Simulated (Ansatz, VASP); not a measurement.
## Ni (Ni strained to the junction's net): VASP beside Ansatz

Wanted: the spread between two codes on one cell, functional and k mesh. The structure shown is the end of the Ansatz relaxation below.

Calculated with Ansatz 0.2.0; plane waves, with VASP 6.6.1 beside it; single point at PBE.

## 1. The starting structure

It takes space group R-3m (No. 166, trigonal). Conventional cell: a = 2.567 Å, b = 2.567 Å, c = 5.987 Å, α = 90.00°, β = 90.00°, γ = 120.00°. Nearest to Ni lie 12 Ni at 2.49 to 2.57 Å.

## 2. Ansatz: relaxation, PBE

Ansatz runs on its default PAW (the set named soft_2) files.

This run makes the geometry at which the two programs are then compared.

input.yaml reads:

```yaml
crystal:
  lattice:
    - [2.567, 0.0, 0.0]
    - [-1.2835, 2.2230872115, 0.0]
    - [0.0, 0.0, 5.9631039137]
  atoms:
    - { symbol: Ni, position: [0.0, 0.0, 0.0], spin: 0.7 }
    - { symbol: Ni, position: [0.3333333333, 0.6666666667, 0.3333333333], spin: 0.7 }
    - { symbol: Ni, position: [0.6666666667, 0.3333333333, 0.6666666667], spin: 0.7 }
magnetization:
  spin_polarized: true
kpoints:
  mp_grid: { grid: [18, 18, 5] }
scf:
  occupations: { method: fermi_dirac, width: 0.1 }
  max_iter: 150
hamiltonian:
  xc: pbe
relax:
  f_tol: 0.01
  max_steps: 40
  cell: { fix: [a, b, angles] }
```

Launch:

```sh
> ansatz run input.yaml --threads 4 --pin off --max-ram 12288MiB --backend cpu --events-out ev --progress --plain --runs-dir out
```

Numbers of over 12 decimals in the logs are rounded to 6 here.

The program printed:

```text
Engine: ansatz 0.2.0, aarch64-unknown-linux-gnu
Pseudopotentials: kind: paw
Pseudopotential: Ni, paw, valence charge 18, recommended cutoff 420 eV (normal), Ni.paw.azcp
Functional definition: PBE
  parameter kappa = 0.804
  parameter beta = 0.066725
  exchange = pbe_x(kappa = kappa, mu = beta*pi^2/3)
  correlation = pbe_c(beta = beta)
Crystal: 3 atoms, lattice volume = 34.029 Å³
Basis set: ecut = 420 eV, 661 PW (Γ), exchange–correlation on 36×36×80 points (8 copies of the dense FFT grid, shifted against one another)
Bands: 34, of which v1, the nominal top of the filled ones, is band 27 counted from 1 (26 counted from 0)
Symmetry: 36 space group operations
Space group: R-3m (ITA 166), of the structure as read, at distance tolerance 3.2e-5 Å
Magnetic group: BNS 166.97 (UNI 1327), of the structure as read, at distance tolerance 3.2e-5 Å
k-points: 165 of 1620
Non-local potential: Ni, projectors of the file, l = 0: 3, l = 1: 2, l = 2: 3, l = 3: 1
PAW form: soft (Blöchl's): semilocal exchange-correlation on the pseudo side does not see the compensation charge
PAW one-centre angular grid: Ni, 590 points (default); XC on 64 Gauss nodes
Initial density: superposition of atomic densities (chi_scale 0.1, normalization cell)
Starting moments: Σ|m| = 2.1 μB on 3 of 3 sites
Initial wavefunctions: pseudopotential atomic-orbital guess
Functional: x = pbe(κ = 0.804, μ = 0.219515), c = pbe(β = 0.066725)
iter 1 solved again at ethr=2.02e-3 eV; its pass at ethr=3.10e-3 eV (dr2=1.09e0 eV) is discarded
SCF iter   1: F=—  HF=-17516.759482 eV  |F-HF|=—  |Δ(HF+E_count)|=         —  Δρ=5.99e-2 (↑1.39e-2 ↓5.99e-2)  dr2=1.09e0  dr2_m=1.80e-1  M=2.197 μB ∫|m|=2.319 μB  β_m=0.30  ethr=2.02e-3  ⟨swp⟩=1.0  Hψ=49789  notcnv=0
Mixer restart at iter 1: flushing history
preconditioner: auto → Kerker (q_TF=auto, 2.947 Å⁻¹)  [metal: Δε(μ)=0.002 eV  Ē_g=8.580 eV  σ=0.100 eV  W_gap=0.01  n_scr=10 (ndim 8)  ℏωp=34.9 eV  f_vac=0.000  D(μ)=5.52/eV (n_scr^D=94)]
spin=Collinear: Kerker preconditioning applied to the charge; magnetization (m = ρ↑ − ρ↓) channel mixes plain (no charge-response kernel on spin).
SCF iter   2: F=—  HF=-17516.792871 eV  |F-HF|=—  |Δ(HF+E_count)|=   3.34e-2  Δρ=2.63e-2 (↑2.63e-2 ↓1.52e-2)  dr2=4.61e-2  dr2_m=9.71e-2  M=2.166 μB ∫|m|=2.324 μB  β_m=0.31  ethr=2.02e-3  ⟨swp⟩=2.0  Hψ=17384  notcnv=0
SCF iter   3: F=—  HF=-17517.701824 eV  |F-HF|=—  |Δ(HF+E_count)|=         —  Δρ=2.72e-2 (↑2.72e-2 ↓9.75e-3)  dr2=7.72e-2  dr2_m=8.03e-2  M=2.207 μB ∫|m|=2.404 μB  β_m=0.31  ethr=8.54e-5  ⟨swp⟩=2.0  Hψ=20424  notcnv=0  defer=158
Mixer restart at iter 3: flushing history
SCF iter   4: F=—  HF=-17518.296700 eV  |F-HF|=—  |Δ(HF+E_count)|=   5.95e-1  Δρ=1.89e-2 (↑1.89e-2 ↓6.64e-3)  dr2=8.32e-2  dr2_m=2.12e-2  M=2.132 μB ∫|m|=2.350 μB  β_m=0.66  ethr=8.54e-5  ⟨swp⟩=2.0  Hψ=17961  notcnv=0  defer=158
SCF iter   5: F=—  HF=-17519.124712 eV  |F-HF|=—  |Δ(HF+E_count)|=   8.28e-1  Δρ=1.03e-2 (↑3.65e-3 ↓1.03e-2)  dr2=4.38e-2  dr2_m=6.31e-3  M=1.957 μB ∫|m|=2.223 μB  β_m=0.83  ethr=8.54e-5  ⟨swp⟩=2.2  Hψ=22495  notcnv=0  defer=177
SCF iter   6: F=—  HF=-17519.167994 eV  |F-HF|=—  |Δ(HF+E_count)|=   4.33e-2  Δρ=4.68e-3 (↑1.59e-3 ↓4.68e-3)  dr2=9.16e-3  dr2_m=1.14e-3  M=1.918 μB ∫|m|=2.191 μB  β_m=0.87  ethr=8.11e-5  ⟨swp⟩=1.6  Hψ=14956  notcnv=0  defer=177
SCF iter   7: F=—  HF=-17519.172971 eV  |F-HF|=—  |Δ(HF+E_count)|=   4.98e-3  Δρ=3.40e-3 (↑2.87e-3 ↓3.40e-3)  dr2=6.12e-3  dr2_m=2.63e-5  M=1.914 μB ∫|m|=2.190 μB  β_m=0.67  ethr=1.70e-5  ⟨swp⟩=2.4  Hψ=19842  notcnv=0  defer=216
SCF iter   8: F=—  HF=-17519.171069 eV  |F-HF|=—  |Δ(HF+E_count)|=   1.90e-3  Δρ=9.06e-4 (↑9.06e-4 ↓7.36e-4)  dr2=3.31e-4  dr2_m=3.97e-6  M=1.911 μB ∫|m|=2.188 μB  β_m=0.83  ethr=1.13e-5  ⟨swp⟩=2.1  Hψ=14792  notcnv=0  defer=188
SCF iter   9: F=—  HF=-17519.170944 eV  |F-HF|=—  |Δ(HF+E_count)|=   1.25e-4  Δρ=5.28e-4 (↑4.14e-4 ↓5.28e-4)  dr2=1.41e-4  dr2_m=1.19e-6  M=1.910 μB ∫|m|=2.187 μB  β_m=0.76  ethr=6.14e-7  ⟨swp⟩=2.3  Hψ=16765  notcnv=0  defer=177
SCF iter  10: F=—  HF=-17519.170896 eV  |F-HF|=—  |Δ(HF+E_count)|=   4.83e-5  Δρ=7.82e-5 (↑6.58e-5 ↓7.82e-5)  dr2=3.40e-6  dr2_m=1.79e-8  M=1.909 μB ∫|m|=2.186 μB  β_m=0.88  ethr=2.60e-7  ⟨swp⟩=2.0  Hψ=15289  notcnv=0  defer=177
SCF iter  11: F=—  HF=-17519.170895 eV  |F-HF|=—  |Δ(HF+E_count)|=   1.17e-6  Δρ=7.63e-6 (↑5.32e-6 ↓7.63e-6)  dr2=1.90e-8  dr2_m=3.47e-9  M=1.909 μB ∫|m|=2.186 μB  β_m=0.94  ethr=6.30e-9  ⟨swp⟩=2.1  Hψ=16505  notcnv=0  defer=177
SCF iter  12: F=-17519.170895 eV  HF=-17519.170895 eV  |F-HF|=5.46e-11  |Δ(HF+E_count)|=   9.61e-9  Δρ=1.71e-6 (↑7.81e-7 ↓1.71e-6)  dr2=4.58e-10  dr2_m=1.13e-10  M=1.909 μB ∫|m|=2.186 μB  ethr=3.53e-11  ⟨swp⟩=2.3  Hψ=38862  notcnv=0
SCF 1 converged in 12 iterations: F = -17519.170895 eV  dr2 = 4.58e-10
  greatest PAW one-centre occupation: 1.001 electrons in one spin orbital (limit 2), on the Ni atom at site 2 (counted from 0), in its partial waves of l = 1
[...]
SCF iter   4: F=—  HF=-17519.171288 eV  |F-HF|=—  |Δ(HF+E_count)|=   7.74e-6  Δρ=5.33e-5 (↑1.09e-5 ↓5.33e-5)  dr2=5.86e-7  dr2_m=2.59e-7  M=1.910 μB ∫|m|=2.188 μB  β_m=0.77  ethr=1.43e-9  ⟨swp⟩=2.0  Hψ=19608  notcnv=0
SCF iter   5: F=—  HF=-17519.171291 eV  |F-HF|=—  |Δ(HF+E_count)|=   2.62e-6  Δρ=5.23e-5 (↑1.05e-5 ↓5.23e-5)  dr2=6.82e-7  dr2_m=1.58e-7  M=1.910 μB ∫|m|=2.188 μB  β_m=0.84  ethr=1.09e-9  ⟨swp⟩=2.1  Hψ=14466  notcnv=0
SCF iter   6: F=—  HF=-17519.171292 eV  |F-HF|=—  |Δ(HF+E_count)|=   1.36e-6  Δρ=1.25e-5 (↑4.64e-6 ↓1.25e-5)  dr2=1.09e-8  dr2_m=1.37e-8  M=1.911 μB ∫|m|=2.189 μB  β_m=0.92  ethr=1.09e-9  ⟨swp⟩=2.0  Hψ=18751  notcnv=0
SCF iter   7: F=-17519.171292 eV  HF=-17519.171292 eV  |F-HF|=8.12e-8  |Δ(HF+E_count)|=   2.32e-8  Δρ=1.53e-5 (↑7.33e-6 ↓1.53e-5)  dr2=1.02e-7  dr2_m=5.80e-9  M=1.911 μB ∫|m|=2.189 μB  ethr=2.03e-11  ⟨swp⟩=2.0  Hψ=38325  notcnv=0
SCF 2 converged in 7 iterations: F = -17519.171292 eV  dr2 = 1.02e-7
relax step   2: F+E_penalty+E_count = -17519.17129213 eV  Δ(F+E_penalty+E_count) = -3.973e-4 eV  max|allowed force component| = 6.005e-27 eV/Å  Δτ_max = 0.0000 Å  P = -6.741 GPa  Ω = 34.091 Å³  energy of the carried Pulay correction = -2.144e-5 eV  fix = [a, b, alpha, beta, gamma]  reactions: a -10.503, b -10.503 GPa  (7 SCF iters, dr2 threshold 3.00e-7 eV, accepted)
[...]
relax step   3: F+E_penalty+E_count = -17519.17145237 eV  Δ(F+E_penalty+E_count) = -1.602e-4 eV  max|allowed force component| = 4.484e-27 eV/Å  Δτ_max = 0.0000 Å  P = -7.143 GPa  Ω = 34.167 Å³  energy of the carried Pulay correction = -4.807e-5 eV  fix = [a, b, alpha, beta, gamma]  reactions: a -10.719, b -10.719 GPa  (7 SCF iters, dr2 threshold 3.00e-7 eV, accepted)
[...]
relax step   4: F+E_penalty+E_count = -17519.17149836 eV  Δ(F+E_penalty+E_count) = -4.599e-5 eV  max|allowed force component| = 3.445e-29 eV/Å  Δτ_max = 0.0000 Å  P = -7.148 GPa  Ω = 34.167 Å³  fix = [a, b, alpha, beta, gamma]  reactions: a -10.723, b -10.723 GPa  stress off target by 1.92e-3 GPa on what of the cell is left free  SCF on the basis re-selected at this cell (its energy is not comparable with the rows above)  (8 SCF iters)
basis re-selected at this cell: Δ(F+E_penalty+E_count) = -4.599e-5 eV, ΔP = -0.006 GPa vs the last step (what re-selecting the basis moved, of the pressure what is left beyond the Pulay correction that the steps carried, after the strain that the cell walked since its last selection, with what the two solves' SCF thresholds leave and, on support functions, any second-order correction that the steps lacked; it is no measure of the basis error at this ecutwfc). The dense FFT grid was sized anew with the basis: this SCF ran on 18×18×45 points, the steps before it on 18×18×40, so part of this shift can come from that change (see relax.cell in the input reference). [rest of the remark cut]
SCF converged after 8 iterations
Magnetization: 1.9133 μB (27.9566 up, 26.0434 down)
Absolute magnetization: 2.1947 μB (∫|ρ↑−ρ↓|, with the PAW one-centre terms)
Spin contamination: 0.0232 ħ² per cell (⟨S²⟩ above its minimum at these occupations)
Per-site moments (μB) at R_I (Å): [(0.678712, 1.025412), (0.678712, 1.025412), (0.678712, 1.025412)]
Free energy (F): -17519.171498 eV
Harris-Foulkes:  -17519.171498 eV  (|F-HF|=7.28e-12)
Internal energy: -17519.004492 eV  (E = F + TS)
E sigma→0 (E₀):  -17519.087995 eV
Entropy (-TS):   -0.167006 eV (-55.669 meV/atom)
Fermi energy:    17.155293 eV
--- Per-component energies (eV) ---
  E_band       = -902.476671
  E_kinetic    = 843.892010
  E_local      = -10542.777389  (includes V_loc(G=0)·N_el)
  E_nonlocal   = 1908.382662
  E_hartree    = 4396.083330
  E_xc         = -253.026346
  E_vxc        = -326.179669  (∫ρ·V_xc dr)
  E_paw        = -4890.422908  (= ΣΔE_a)
  E_vpaw       = -1577.962522  (= ΣTr[D̂ρ^β])
  E_aug_tail   = 0.001567  (compensation charges beyond the density's cutoff)
  E_ewald      = -8981.137418
  E_smearing   = -0.167006  (= −TS)
  E_closure    = -0.000000  (closes the sum)
  Σ components = -17519.171498   (vs F -17519.171498, Δ=0.00e0)
--- Forces (eV/Å), atoms counted from 1 ---
  atom   1  Ni    -0.00000000     0.00000000    -0.00000000
  atom   2  Ni    -0.00000000    -0.00000000    -0.00000000
  atom   3  Ni    -0.00000000    -0.00000000    -0.00000000
  max |Σ_I F_I| component: 8.98e-29 eV/Å
--- Stress (GPa, compression-positive) ---
      -10.723408       0.000000      -0.000000
        0.000000     -10.723408       0.000000
       -0.000000       0.000000       0.001919
  P = ⅓ Tr σ = -7.1483 GPa (-71.483 kbar)
--- Relaxed structure (3 steps of the walk, 3 accepted, 1 SCFs on fresh bases) ---
  F+E_penalty+E_count = -17519.17149836 eV   max|allowed force component| = 3.445e-29 eV/Å   (the final SCF, on the basis selected at the relaxed cell)
  cell:  # Å, volume = 34.1669 Å³
    - [2.567000, 0, 0]
    - [-1.283500, 2.223087, 0]
    - [0, 0, 5.987191]
  atoms:
    - { symbol: Ni, position: [0, 0, 0] }
    - { symbol: Ni, position: [0.333333, 0.666667, 0.333333] }
    - { symbol: Ni, position: [0.666667, 0.333333, 0.666667] }
```

## 3. VASP: single point, PBE

The same cell, functional, mesh and smearing now go to VASP, with its own data sets.

Lines of VASP's logs that name or quote its potential files are left out, and so is its time.

INCAR reads:

```
SYSTEM = Ni
PREC = Accurate
ENCUT = 600
EDIFF = 1E-06
NELM = 200
ISMEAR = -1
SIGMA = 0.1
LREAL = .FALSE.
ALGO = Normal
GGA = PE
NBANDS = 24
ISPIN = 2
MAGMOM = 0.68 0.68 0.68
LASPH = .TRUE.
LMAXMIX = 4
LORBIT = 11
LWAVE = .FALSE.
LCHARG = .FALSE.
ISIF = 2
GGA_COMPAT = .FALSE.
KPAR = 2
```

POSCAR reads:

```
Ni
1.0
    2.5670000000      0.0000000000      0.0000000000
   -1.2835000000      2.2230872115      0.0000000000
    0.0000000000      0.0000000000      5.9871912306
Ni
3
Direct
    1.0000000000      1.0000000000      0.0000000000
    0.3333333333      0.6666666667      0.3333333333
    0.6666666667      0.3333333333      0.6666666667
```

KPOINTS reads:

```
Automatic mesh
0
Gamma
18 18 5
0 0 0
```

Potentials, in the order of the species: Ni (PBE family, release 64).

Launch:

```sh
> mpirun -np 2 vasp_std
```

The program printed:

```text
[banner, memory and clock lines left out]
running    2 mpi-ranks, on    1 nodes
 distrk:  each k-point on    1 cores,    2 groups
 distr:  one band on    1 cores,    1 groups

 POSCAR found type information on POSCAR Ni
 POSCAR found :  1 types and       3 ions
 LDA part: xc-table for (Slater+PW92), standard interpolation
 POSCAR, INCAR and KPOINTS ok, starting setup
 FFT: planning ... GRIDC
 FFT: planning ... GRID_SOFT
 FFT: planning ... GRID
 WAVECAR not read
 entering main loop
       N       E                     dE             d eps       ncg     rms          rms(c)
DAV:   1     0.176756604223E+03    0.17676E+03   -0.14497E+04 16432   0.193E+03
DAV:   2    -0.105788514053E+02   -0.18734E+03   -0.17507E+03 15864   0.313E+02
DAV:   3    -0.193585368722E+02   -0.87797E+01   -0.84131E+01 18440   0.915E+01
DAV:   4    -0.194774545806E+02   -0.11892E+00   -0.11886E+00 19640   0.955E+00
DAV:   5    -0.194809599301E+02   -0.35053E-02   -0.35052E-02 18952   0.145E+00    0.165E+01
DAV:   6    -0.175766453101E+02    0.19043E+01   -0.19587E+01 17464   0.772E+01    0.111E+01
DAV:   7    -0.164636966191E+02    0.11129E+01   -0.41259E+00 18240   0.327E+01    0.302E+00
DAV:   8    -0.164306684414E+02    0.33028E-01   -0.38625E-02 21024   0.196E+00    0.152E+00
DAV:   9    -0.164234326392E+02    0.72358E-02   -0.20680E-03 23936   0.489E-01    0.481E-01
DAV:  10    -0.164217723990E+02    0.16602E-02   -0.45965E-04 21264   0.262E-01    0.130E-01
DAV:  11    -0.164216906041E+02    0.81795E-04   -0.25368E-04 21800   0.204E-01    0.428E-02
DAV:  12    -0.164216715313E+02    0.19073E-04   -0.17237E-05 20608   0.478E-02    0.202E-02
DAV:  13    -0.164216714763E+02    0.54933E-07   -0.25469E-06 16640   0.147E-02
   1 F= -.16421671E+02 E0= -.16337229E+02  d E =-.168885E+00  mag=     1.8708
```

OUTCAR, selected parts (step 3):

```text
ion  position               nearest neighbor table
   1  0.000  0.000  0.000-   2 2.49   3 2.49   2 2.49   3 2.49   3 2.49   2 2.49
   2  0.333  0.667  0.333-   1 2.49   1 2.49   1 2.49   3 2.49   3 2.49   3 2.49
   3  0.667  0.333  0.667-   1 2.49   1 2.49   1 2.49   2 2.49   2 2.49   2 2.49

  LATTYP: Found a hexagonal cell.
 ALAT       =     2.5670000000
 C/A-ratio  =     2.3323690030

 Subroutine GETGRP returns: Found 12 space group operations
 (whereof 12 operations were pure point group operations)

The static configuration has the point symmetry D_3d.

 Found    165 irreducible k-points:

   k-points           NKPTS =    165   k-points in BZ     NKDIM =    165   number of bands    NBANDS=     24

   dimension x,y,z NGX =    24 NGY =   24 NGZ =   48
   dimension x,y,z NGXF=    48 NGYF=   48 NGZF=   96

   ENCUT  =  600.0 eV  44.10 Ry    6.64 a.u.   5.13  5.13 11.96*2*pi/ulx,y,z

   NELECT =      30.0000    total number of electrons

 k-points in reciprocal lattice and weights: Automatic mesh
   0.00000000  0.00000000  0.00000000       0.001
   0.05555556  0.00000000  0.00000000       0.004
   0.11111111  0.00000000  0.00000000       0.004
   0.16666667  0.00000000  0.00000000       0.004
   0.22222222  0.00000000  0.00000000       0.004
   0.27777778  0.00000000  0.00000000       0.004
   0.33333333  0.00000000  0.00000000       0.004
   0.38888889  0.00000000  0.00000000       0.004
   0.44444444  0.00000000  0.00000000       0.004
[...]
-0.27777778 -0.38888889  0.40000000       0.007
   0.33333333  0.33333333  0.40000000       0.002

 average (electrostatic) potential at core
       1 -82.5618       2 -82.5618       3 -82.5618

 E-fermi :   8.7341

 spin component 1
 k-point     1 :       0.0000    0.0000    0.0000
  band No.  band energies     occupation
    ...
     14       7.5463      0.99999
     15       7.7875      0.99992
     16       7.7875      0.99992
     17       7.7875      0.99992
     18       7.7875      0.99992
     19      19.9315      0.00000
     20      19.9315      0.00000
     21      30.7454      0.00000
     22      30.7454      0.00000
     23      31.8728      0.00000
    ...

 k-point     2 :       0.0556    0.0000    0.0000
  band No.  band energies     occupation
    ...
     14       7.5512      0.99999
     15       7.6615      0.99998
     16       7.8402      0.99987
     17       7.9021      0.99976
     18       8.0532      0.99890
     19      19.9994      0.00000
     20      20.0012      0.00000
     21      28.9522      0.00000
     22      30.1616      0.00000
     23      30.2256      0.00000
    ...

 k-point     3 :       0.1111    0.0000    0.0000
  band No.  band energies     occupation
    ...
     14       7.5307      0.99999
     15       7.5698      0.99999
     16       8.0017      0.99934
     17       8.1272      0.99769
     18       8.4810      0.92635
     19      20.2005      0.00000
     20      20.2132      0.00000
     21      26.3246      0.00000
     22      28.6264      0.00000
     23      29.1417      0.00000
    ...

 k-point     4 :       0.1667    0.0000    0.0000
  band No.  band energies     occupation
    ...
     13       7.4091      1.00000
     14       7.4317      1.00000
     15       7.6118      0.99999
     16       8.0846      0.99849
     17       8.5016      0.91099
     18       8.9705      0.08603
     19      20.5325      0.00000
     20      20.5531      0.00000
     21      23.7613      0.00000
     22      27.1496      0.00000
    ...

 k-point     5 :       0.2222    0.0000    0.0000
  band No.  band energies     occupation
    ...
     12       7.1916      1.00000
     13       7.3471      1.00000
     14       7.4383      1.00000
     15       7.6874      0.99997
     16       8.1510      0.99707
     17       8.9101      0.14685
     18       9.5030      0.00046
     19      20.5975      0.00000
     20      20.9917      0.00000
     21      21.7715      0.00000
    ...

 k-point     6 :       0.2778    0.0000    0.0000
  band No.  band energies     occupation
    ...
     12       7.4582      1.00000
     13       7.4633      1.00000
     14       7.5738      0.99999
     15       7.7964      0.99992
     16       8.2022      0.99513
     17       9.3458      0.00220
     18      10.0963      0.00000
     19      18.6647      0.00000
     20      21.5537      0.00000
     21      22.0868      0.00000
    ...

  Total       -2.2824910     -2.2824910     -0.0485020      0.0000000     -0.0000000      0.0000000
  in kB     -107.0321277   -107.0321277     -2.2743903      0.0000000     -0.0000000      0.0000000
  external PRESSURE =     -72.1128819 kB  Pullay stress =       0.0000000 kB

  energy-cutoff  :      600.00
  volume of cell :       34.17
      direct lattice vectors                 reciprocal lattice vectors
     2.567000000  0.000000000  0.000000000     0.389559797  0.224912454  0.000000000
    -1.283500000  2.223087212  0.000000000     0.000000000  0.449824908  0.000000000
     0.000000000  0.000000000  5.987191231     0.000000000  0.000000000  0.167023227

 POSITION                                       TOTAL-FORCE (eV/Angst)
 -----------------------------------------------------------------------------------
      0.00000      0.00000      0.00000        -0.000000     -0.000000      0.000000
     -0.00000      1.48206      1.99573        -0.000000      0.000000     -0.000000
      1.28350      0.74103      3.99146         0.000000     -0.000000      0.000000
 -----------------------------------------------------------------------------------
    total drift:                               -0.000000      0.000000      0.000000

  FREE ENERGIE OF THE ION-ELECTRON SYSTEM (eV)
  ---------------------------------------------------
  free  energy   TOTEN  =       -16.4216714763 eV

  energy  without entropy=      -16.2527862497  energy(sigma->0) =      -16.33722886

 total charge
# of ion       s       p       d       tot
------------------------------------------
    1        0.480   0.459   8.298   9.236
    2        0.480   0.459   8.298   9.236
    3        0.480   0.459   8.298   9.236
--------------------------------------------------
tot          1.439   1.376  24.893  27.707

 magnetization (x)
# of ion       s       p       d       tot
------------------------------------------
    1       -0.006  -0.024   0.669   0.639
    2       -0.006  -0.024   0.669   0.639
    3       -0.006  -0.024   0.669   0.639
--------------------------------------------------
tot         -0.018  -0.071   2.006   1.917

[... 6 further parts left out ...]
```

The run ends at a pressure of -7.21 GPa.

## 4. Comparison

Known differences besides the potentials themselves: VASP starts from the moments at which Ansatz ended; the data sets hold 54 valence electrons in Ansatz (on its default PAW (the set named soft_2) files) and 30 in VASP; the cutoff is 420 eV in Ansatz and 600 eV in VASP; Ansatz's pressure holds a Pulay correction, VASP's none; site moments are counted in spheres of each program's own size. Total energies have different zeros and are not compared.

Compared:

| quantity | Ansatz | VASP | difference |
| --- | --- | --- | --- |
| pressure (GPa) | -7.15 | -7.21 | +0.06 |
| total moment (μB) | 1.91 | 1.87 | +0.04 |
| moment on Ni1 (μB) | 0.68 | 0.64 | +0.04 |
| moment on Ni2 (μB) | 0.68 | 0.64 | +0.04 |
| moment on Ni3 (μB) | 0.68 | 0.64 | +0.04 |

## 5. What came out

| Property | Result |
| --- | --- |
| difference in total moment (single point, PBE) | 0.042 μB |

**Reading.** The difference in total moment is 0.042 μB (single point, PBE). The data sets hold unlike numbers of valence electrons (54 in Ansatz and 30 in VASP), so part of the differences comes from the potentials. How closely two codes agree says nothing of how well the functional describes the real material.

[Lines on the potential files, build, host, timing and source positions are cut from VASP's logs without a mark.]

[Logs are printed without paths, hosts, clocks, repeated set-up lines and the standing remarks that a program may print on its own settings, such as how far it seeks lower states.]

[Hosts, paths, dates, database ids (printed as entryN), source tags and the programs' standing remarks are cut or masked in the printed files.]
